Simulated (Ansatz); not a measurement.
This is a one-shot G0W0 calculation with Ansatz 0.2.0 on AlN (started from an entry of an open crystallographic database); the level of theory is G0W0@PBE with 124 empty bands, a screening cutoff of 120 eV and a 6×6×4 mesh. The cell was relaxed beforehand with r2SCAN.

Input (YAML):
```yaml
crystal:
  lattice:
    - [3.1066945029, 0.0, 0.0]
    - [-1.5533472514, 2.6904763613, 0.0]
    - [0.0, 0.0, 4.9785885515]
  atoms:
    - { symbol: Al, position: [0.3333333333, 0.6666666667, -0.000795604] }
    - { symbol: Al, position: [0.6666666667, 0.3333333333, 0.499204396] }
    - { symbol: "N", position: [0.3333333333, 0.6666666667, 0.380795604] }
    - { symbol: "N", position: [0.6666666667, 0.3333333333, 0.880795604] }
kpoints:
  mp_grid: { grid: [6, 6, 4] }
hamiltonian:
  xc: pbe
scf:
  occupations: { method: fixed }
gw:
  n_empty_bands: 124
  ecut_chi: 120
  qp_bands: [v2, c2]
  qp_kpoints: band_edges
  screening: { model: contour_deformation }
```

Run as `ansatz run input.yaml --threads 2 --pin off --max-ram 2211MiB --backend cpu --events-out ev --progress --plain --runs-dir out`. It took 19 s on 2 threads of AMD EPYC 9R45 96-Core Processor (Zen 5), with other jobs on the host, load about 0.3 per core; peak host memory 0.44 GiB.

The log, with set-up remarks and timings taken out:
```
Pseudopotential: Al, paw, valence charge 3, recommended cutoff 420 eV (normal)
Pseudopotential: N, paw, valence charge 5, recommended cutoff 420 eV (normal)
Functional definition: PBE
Crystal: 4 atoms, lattice volume = 41.613 Å³
Basis set: ecut = 420 eV, 809 PW (Γ)
Bands: 12, of which v1, the nominal top of the filled ones, is band 8 counted from 1 (7 counted from 0)
Symmetry: 12 space group operations
Space group: P63mc (ITA 186)
k-points: 21 of 144 (time reversal used)
preconditioner: auto → none  [insulator: Δε(μ)=4.228 eV  ℏωp=23.0 eV]
SCF 1 converged in 6 iterations: F = -1848.493216 eV  dr2 = 2.17e-11
Free energy (F): -1848.493216 eV
Fermi energy:    7.189196 eV
--- G₀W₀: contour deformation, 6 samples at zero and on the imaginary axis and 2 off it, 144 q-points, 124 empty bands' worth ---
    ik  band        ε_KS         Σx   Σc(E_QP)       V_xc       Z   E_QP_lin       E_QP  E_QP is
     0     7      6.9788   -21.7590     3.2284   -17.6971  0.7833     6.1390     6.1453  root
     0     8      7.1892   -21.7663     3.1564   -17.8114  0.7836     6.3850     6.3907  root
     0     9     11.4215    -9.7952    -3.8710   -14.4674  0.8177    12.2269    12.2227  root
     0    10     13.8965    -7.9480    -4.4023   -13.2324  0.8237    14.7845    14.7785  root
     1     7      6.8793   -21.7619     3.2602   -17.6536  0.7828     6.0246     6.0313  root
     1     8      6.8793   -21.7619     3.2602   -17.6536  0.7828     6.0246     6.0313  root
     1     9     12.3837   -10.1359    -3.9470   -14.9542  0.8114    13.2604    13.2550  root
     1    10     14.0132    -8.2369    -4.4293   -13.5726  0.8195    14.9261    14.9196  root
     2     7      6.6460   -21.7581     3.3269   -17.5511  0.7817     5.7586     5.7660  root
     2     8      6.6460   -21.7581     3.3269   -17.5511  0.7817     5.7586     5.7660  root
     2     9     13.6907    -9.3653    -4.3366   -14.6519  0.8090    14.6482    14.6407  root
     2    10     13.6907    -9.3653    -4.3366   -14.6519  0.8090    14.6482    14.6407  root
     3     7      6.8996   -21.8350     3.2597   -17.7324  0.7828     6.0502     6.0567  root
     3     8      7.0179   -21.7384     3.2024   -17.7136  0.7829     6.1893     6.1955  root
     3     9     12.6973   -10.1029    -4.0084   -15.0059  0.8097    13.5977    13.5919  root
     3    10     14.9531    -7.8898    -4.5657   -13.3950  0.8172    15.9002    15.8927  root
     4     7      6.6454   -21.5331     3.2764   -17.3769  0.7819     5.7582     5.7656  root
     4     8      6.7421   -21.7633     3.2935   -17.6035  0.7823     5.8687     5.8758  root
     4     9     13.1368    -9.6021    -4.1343   -14.6346  0.8089    14.0412    14.0350  root
     4    10     14.9785    -8.2342    -4.6179   -13.8121  0.8093    15.9470    15.9385  root
     6     7      6.3224   -21.2585     3.2990   -17.0460  0.7809     5.4006     5.4089  root
     6     8      6.6409   -21.8103     3.3236   -17.6076  0.7817     5.7544     5.7618  root
     6     9     13.4553    -7.2069    -4.2835   -12.2449  0.8201    14.2144    14.2099  root
     6    10     13.9011    -6.1817    -4.3844   -11.2618  0.8196    14.6008    14.5968  root
     7     7      6.3955   -21.4910     3.3332   -17.2489  0.7806     5.4783     5.4865  root
     7     8      6.4165   -21.6765     3.3633   -17.4017  0.7810     5.4969     5.5051  root
     7     9     12.8555    -6.8345    -4.1953   -11.7142  0.8245    13.5433    13.5398  root
     7    10     13.8334    -6.6602    -4.3663   -11.7584  0.8196    14.5697    14.5653  root
     8     7      5.9332   -21.4621     3.4644   -17.0209  0.7789     4.9465     4.9564  root
     8     8      5.9332   -21.4621     3.4644   -17.0209  0.7789     4.9465     4.9564  root
     8     9     13.1300    -6.9498    -4.2207   -11.8757  0.8220    13.8390    13.8352  root
     8    10     13.1300    -6.9498    -4.2207   -11.8757  0.8220    13.8390    13.8352  root
     9     7      5.4164   -20.2829     3.3415   -15.9280  0.7787     4.3916     4.4031  root
     9     8      6.5010   -21.7839     3.3550   -17.5309  0.7812     5.5953     5.6031  root
     9     9     13.0008    -6.7304    -4.1253   -11.5195  0.8207    13.6680    13.6646  root
     9    10     13.0331    -6.1592    -4.2236   -11.0362  0.8297    13.6897    13.6865  root
  […]
```

The points are ik 0 = (0, 0, 0) (Γ), ik 1 = (0, 0, 1/4), ik 2 = (0, 0, -1/2) (A), ik 3 = (0, 1/6, 0), ik 4 = (0, 1/6, 1/4), ik 6 = (0, 1/3, 0), ik 7 = (0, 1/3, 1/4), ik 8 = (0, 1/3, -1/2), ik 9 = (0, -1/2, 0) (M), ik 10 = (0, -1/2, 1/4), ik 11 = (0, -1/2, -1/2) (L), ik 15 = (1/6, 1/3, 0); band 8 is the last filled one.

The quasiparticle gap on this mesh is 5.83 eV (direct at Γ), against 4.23 eV from PBE: +1.60 eV. Renormalisation factors Z lie between 0.77 and 0.83. G0W0 here is at a finite number of bands, screening cutoff and k mesh, not at the basis limit.

The values are computed, spin-unpolarised, and not measurements.
